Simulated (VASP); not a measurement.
# C (Fd-3m) in VASP: G0W0 quasiparticle levels with PBEsol

Aim: the G0W0 quasiparticle levels of C with PBEsol.

All numbers are computed with VASP 6.6.1; they aren't measurements. Logs are shortened: lines on timing, memory, paths and dates and some standing lists are left out, and cuts for length are marked.

## (1) Starting point

The structure is cubic, space group Fd-3m (No. 227). Conventional cell: a = 3.567 Å, b = 3.567 Å, c = 3.567 Å, α = 90.00°, β = 90.00°, γ = 90.00°. Around C (site symmetry -43m) lie 4 C at 1.54 Å.

This isn't the form of C at room conditions, which is graphite.

## (2) G0W0 quasiparticle levels, PBEsol

File POSCAR:

```
C
1.0
    0.0000000000      1.7833700000      1.7833700000
    1.7833700000      0.0000000000      1.7833700000
    1.7833700000      1.7833700000      0.0000000000
C
2
Direct
    0.0000000000      0.0000000000      0.0000000000
    0.2500000000      0.2500000000      0.2500000000
```

File INCAR.step1:

```
  PREC = Accurate
  ENCUT = 450
  EDIFF = 1E-8
  ISMEAR = 0
  SIGMA = 0.01
  LREAL = F
  LASPH = T
  NELM = 80
  ALGO = Normal
  LWAVE = T
  LCHARG = F
  GGA = PS
  KPAR = 8
```

File INCAR.step2:

```
  PREC = Accurate
  ENCUT = 450
  EDIFF = 1E-8
  ISMEAR = 0
  SIGMA = 0.01
  LREAL = F
  LASPH = T
  NELM = 1
  ALGO = Exact
  LWAVE = T
  LCHARG = F
  GGA = PS
  NBANDS = 48
  LOPTICS = T
  ISTART = 1
  KPAR = 8
```

File INCAR.step3:

```
  PREC = Accurate
  ENCUT = 450
  EDIFF = 1E-8
  ISMEAR = 0
  SIGMA = 0.01
  LREAL = F
  LASPH = T
  ALGO = EVGW0
  LWAVE = F
  LCHARG = F
  GGA = PS
  NELMGW = 1
  NBANDS = 48
  ENCUTGW = 80
  NOMEGA = 50
  PRECFOCK = Fast
  ISTART = 1
  NBANDSGW = 12
  KPAR = 8
```

File KPOINTS:

```
Automatic mesh
0
Gamma
  6 6 6
```

Potentials or basis: VASP PAW PBE potentials, release 64 (C_GW).

The run is started by

```bash
$ cat potpaw_PBE.64/C_GW/POTCAR > POTCAR
$ cp INCAR.step1 INCAR
$ mpirun -np 8 vasp_std > vasp.out
$ cp INCAR.step2 INCAR
$ mpirun -np 8 vasp_std > vasp.out
$ cp INCAR.step3 INCAR
$ mpirun -np 8 vasp_std > vasp.out
```

OUTCAR:

```text
PREC = Accurate
   ENCUT = 450
   EDIFF = 1E-8
   ISMEAR = 0
   LREAL = F
   LASPH = T
   GGA = PS
   NELMGW = 1
   ENCUTGW = 80
   PRECFOCK = Fast
   ISTART = 1

 ion  position               nearest neighbor table
   1  0.000  0.000  0.000-   2 1.54   2 1.54   2 1.54   2 1.54
   2  0.250  0.250  0.250-   1 1.54   1 1.54   1 1.54   1 1.54

  LATTYP: Found a face centered cubic cell.
 ALAT       =     3.5667400000

  Lattice vectors:

 A1 = (   0.0000000000,   1.7833700000,   1.7833700000)
 A2 = (   1.7833700000,   0.0000000000,   1.7833700000)
 A3 = (   1.7833700000,   1.7833700000,   0.0000000000)

Analysis of symmetry for initial positions (statically):
=====================================================================
 Subroutine PRICEL returns:
 Original cell was already a primitive cell.

 Routine SETGRP: Setting up the symmetry group for a
 face centered cubic supercell.

 Subroutine GETGRP returns: Found 48 space group operations
 (whereof 24 operations were pure point group operations)
 out of a pool of 48 trial point group operations.

The static configuration has the point symmetry T_d .
 The point group associated with its full space group is O_h .

Analysis of symmetry for dynamics (positions and initial velocities):
=====================================================================
 Subroutine PRICEL returns:
 Original cell was already a primitive cell.

 Routine SETGRP: Setting up the symmetry group for a
 face centered cubic supercell.

 Subroutine GETGRP returns: Found 48 space group operations
 (whereof 24 operations were pure point group operations)
 out of a pool of 48 trial point group operations.

The dynamic configuration has the point symmetry T_d .
 The point group associated with its full space group is O_h .

 Subroutine INISYM returns: Found 48 space group operations
 (whereof 24 operations are pure point group operations),
 and found     1 'primitive' translations

----------------------------------------------------------------------------------------

                                     Primitive cell

  volume of cell :      11.3437

  direct lattice vectors                    reciprocal lattice vectors
     0.000000000  1.783370000  1.783370000    -0.280368067  0.280368067  0.280368067
     1.783370000  0.000000000  1.783370000     0.280368067 -0.280368067  0.280368067
     1.783370000  1.783370000  0.000000000     0.280368067  0.280368067 -0.280368067

  length of vectors
     2.522066041  2.522066041  2.522066041     0.485611737  0.485611737  0.485611737

  position of ions in fractional coordinates (direct lattice)
     0.000000000  0.000000000  0.000000000
     0.250000000  0.250000000  0.250000000

  ion indices of the primitive-cell ions
   primitive index   ion index
                 1           1
                 2           2

----------------------------------------------------------------------------------------

 KPOINTS: Automatic mesh

Automatic generation of k-mesh.
 Grid dimensions read from file:
 generate k-points for:    6    6    6

 Generating k-lattice:

  Cartesian coordinates                     Fractional coordinates (reciprocal lattice)
    -0.046728011  0.046728011  0.046728011     0.166666667  0.000000000  0.000000000
     0.046728011 -0.046728011  0.046728011     0.000000000  0.166666667  0.000000000
     0.046728011  0.046728011 -0.046728011     0.000000000  0.000000000  0.166666667

  Length of vectors
     0.080935290  0.080935290  0.080935290

  Shift w.r.t. Gamma in fractional coordinates (k-lattice)
     0.000000000  0.000000000  0.000000000

 Subroutine IBZKPT returns following result:
 ===========================================

 Found     16 irreducible k-points:

 Following reciprocal coordinates:
            Coordinates               Weight
  0.000000  0.000000  0.000000      1.000000
  0.166667  0.000000  0.000000      8.000000
  0.333333  0.000000  0.000000      8.000000
  0.500000  0.000000  0.000000      4.000000
  0.166667  0.166667  0.000000      6.000000
  0.333333  0.166667  0.000000     24.000000
[... 8 lines left out ...]
 -0.333333  0.333333  0.166667     24.000000
 -0.333333  0.500000  0.166667     12.000000
   k-points           NKPTS =     16   k-points in BZ     NKDIM =    216   number of bands    NBANDS=     48
   number of dos      NEDOS =    301   number of ions     NIONS =      2
   total plane-waves  NPLWV =   5832
   dimension x,y,z NGX =    18 NGY =   18 NGZ =   18
   dimension x,y,z NGXF=    36 NGYF=   36 NGZF=   36
   ions per type =               2
   NGX,Y,Z   is equivalent  to a cutoff of  11.86, 11.86, 11.86 a.u.
   NGXF,Y,Z  is equivalent  to a cutoff of  23.73, 23.73, 23.73 a.u.
 SYSTEM =  unknown system
   PREC   = accura    normal or accurate (medium, high low for compatibility)
   ISTART =      1    job   : 0-new  1-cont  2-samecut
   ICHARG =      0    charge: 1-file 2-atom 10-const
   ISPIN  =      1    spin polarized calculation?
   LNONCOLLINEAR =      F non collinear calculations
   LSORBIT =      F    spin-orbit coupling
   LASPH  =      T    aspherical Exc in radial PAW
   ENCUT  =  450.0 eV  33.07 Ry    5.75 a.u.   4.36  4.36  4.36*2*pi/ulx,y,z
   NELM   =     60;   NELMIN=  2; NELMDL=  0     # of ELM steps
   EDIFF  = 0.1E-07   stopping-criterion for ELM
   LREAL  =      F    real-space projection
   EDIFFG = 0.1E-06   stopping-criterion for IOM
   NSW    =      0    number of steps for IOM
   IBRION =     -1    ionic relax: 0-MD 1-quasi-New 2-CG
   NFREE  =      0    steps in history (QN), initial steepest desc. (CG)
   ISIF   =      0    stress and relaxation
   ISYM   =      3    0-nonsym 1-usesym 2-fastsym
   POTIM  = 0.5000    time-step for ionic-motion
   TEBEG  =    0.0;   TEEND  =   0.0 temperature during run
   PSTRESS=    0.0 pullay stress
   NELECT =       8.0000    total number of electrons
   NUPDOWN=      -1.0000    fix difference up-down
   EMIN   =  10.00;   EMAX   =-10.00  energy-range for DOS
   EFERMI =   0.00;   METHOD = LEGACY
   ISMEAR =     0;   SIGMA  =   0.01  broadening in eV -4-tet -1-fermi 0-gaus
   EFERMI_NEDOS =   21; number of points for ismear=-14 and -15
   IALGO  =     38    algorithm
   IMIX   =      4    mixing-type and parameters
     AMIX     =   0.40;   BMIX     =  1.00
     AMIX_MAG =   1.60;   BMIX_MAG =  1.00
  volume/ion in A,a.u.               =       5.67        38.28
  Fermi-wavevector in a.u.,A,eV,Ry     =   1.457203  2.753714 28.891161  2.123440
  Thomas-Fermi vector in A             =   2.574032
   LORBIT       =      0    0 simple, 1 ext, 2 COOP (PROOUT), +10 PAW based schemes
   GGA     = PS    functional components
   LHFCALC =     T    Hartree Fock is set to
   PRECFOCK=fast      Normal, Fast or Accurate (Low or Medium for compatibility)
   ENCUT4O =  -1.0   cutoff for four orbital integrals eV
   NKREDX  =     1    reduce k-point grid by
   NKREDY  =     1    reduce k-point grid by
   NKREDZ  =     1    reduce k-point grid by
   AEXX    =    1.0000 exact exchange contribution
   HFSCREEN=    0.0000 screening length (either q_TF or 0.3 A-1)
   HFSCREENC=   0.0000 screening length for correlation (either q_TF or 0.3 A-1)
   ENCUTFOCK=  -1.0 apply spherical cutoff to Coloumb kernel
   IVDW    =     0    specifies the selected vdW correction
   LEPSILON=     F    determine dielectric tensor
   LRPA    =     F    only Hartree local field effects (RPA)
   LRPAFORCE           =     F    calculate RPA forces
   ENCUTGW             =  80.0    cutoff for response function in eV
   ENCUTGWSOFT         =  64.0    soft cutoff for Coulomb kernel in GW response function in eV
   ENCUTLF             =  -1.0    cutoff for local field effects
   NELMGW              =     1    number of iterations in solving QP/BSE equation
   NELMHF              =     1    number of iterations in the inner HF iteration
   NKREDLFX            =     1    NKREDLFY  =   1   NKREDLFZ  =   1
 non-spin polarized calculation
 Gauss-broadening in eV      SIGMA  =   0.01
  energy-cutoff  :      450.00
  volume of cell :       11.34
 maximum number of plane-waves:       259
 NGX is ok and might be reduce to    18
  NGX = 12; NGY = 12; NGZ = 12
   NGX =  9   NGY =  9   NGZ =  9
 maximum number of plane-waves:        22
 NGX is ok and might be reduce to    10

 QP shifts <psi_nk| G(iteration)W_0 |psi_nk>: iteration 1
 for sc-GW calculations column KS-energies equals QP-energies in previous step
 and V_xc(KS)=  KS-energies - (<T + V_ion + V_H > + <T+V_H+V_ion>^1  + <V_x>^1)

 k-point   1 :       0.0000    0.0000    0.0000
  band No.  KS-energies  QP-energies   sigma(KS)   V_xc(KS)     V^pw_x(r,r')   Z            occupation Imag(sigma)

      1     -11.7759     -13.0332     -16.4314     -14.7682     -25.3767       0.7559       2.0000       1.4484
      2       9.7434       9.6042     -16.8915     -16.7236     -19.1331       0.8298       2.0000       0.0747
      3       9.7434       9.6042     -16.8915     -16.7236     -19.1331       0.8298       2.0000       0.0747
      4       9.7434       9.6042     -16.8915     -16.7236     -19.1331       0.8298       2.0000       0.0747
      5      15.2865      16.6455     -13.8777     -15.5235      -9.3164       0.8257       0.0000      -0.0894
      6      15.2865      16.6455     -13.8777     -15.5235      -9.3164       0.8257       0.0000      -0.0894
      7      15.2865      16.6455     -13.8777     -15.5235      -9.3164       0.8257       0.0000      -0.0894
      8      23.1070      24.3646     -14.6227     -16.2342      -7.7229       0.7804       0.0000      -0.2176
      9      28.7051      29.3865     -11.4125     -12.2570      -4.3804       0.8070       0.0000      -0.3853
     10      36.2160      37.4366     -12.4630     -13.9415      -5.9037       0.8256       0.0000      -0.5594
     11      36.2160      37.4366     -12.4630     -13.9415      -5.9037       0.8256       0.0000      -0.5594
     12      36.9949      37.7519     -10.9098     -11.8363      -3.2835       0.8170       0.0000      -0.9497

 k-point   2 :       0.1667    0.0000    0.0000
  band No.  KS-energies  QP-energies   sigma(KS)   V_xc(KS)     V^pw_x(r,r')   Z            occupation Imag(sigma)
[... 225 lines left out ...]
      1      -2.4716      -3.4441     -16.9980     -15.7164     -23.3075       0.7588       2.0000       0.3866
      2      -2.4716      -3.4441     -16.9980     -15.7164     -23.3075       0.7588       2.0000       0.3866
      3       1.8601       1.1354     -16.0432     -15.1301     -20.2142       0.7937       2.0000       0.1651
      4       1.8601       1.1354     -16.0432     -15.1301     -20.2142       0.7937       2.0000       0.1651
      5      17.8357      18.9695     -12.9431     -14.3169      -7.6253       0.8253       0.0000      -0.1164
      6      17.8357      18.9695     -12.9431     -14.3169      -7.6253       0.8253       0.0000      -0.1164
      7      24.2211      25.9291     -14.0155     -16.2065      -6.9493       0.7796       0.0000      -0.2573
      8      24.2211      25.9291     -14.0155     -16.2065      -6.9493       0.7796       0.0000      -0.2573
      9      31.3046      32.8935     -13.3722     -15.3993      -5.4957       0.7838       0.0000      -0.5762
     10      31.3046      32.8935     -13.3722     -15.3993      -5.4957       0.7838       0.0000      -0.5762
     11      40.2375      41.4479     -12.0721     -13.5706      -4.2427       0.8077       0.0000      -1.0575
     12      40.2375      41.4479     -12.0721     -13.5706      -4.2427       0.8077       0.0000      -1.0575
```

Wall time 15 s (8 MPI ranks of Intel Xeon Platinum 8259CL at 2.50GHz (Skylake/Cascade Lake), shared host); peak memory 0.18 GiB.

What came out:

```yaml
Band_gap_on_the_k_mesh_mean-field_level: 4.04 eV, indirect (least direct gap 5.54 eV)
Quasiparticle_gap: 5.11 eV
Least_direct_quasiparticle_gap: 7.04 eV
```

Caveat: the k mesh is coarse (spacing up to 0.51 Å⁻¹), so the values aren't converged; bands, screening cutoff and mesh are small and nothing is extrapolated, so the quasiparticle values aren't converged.
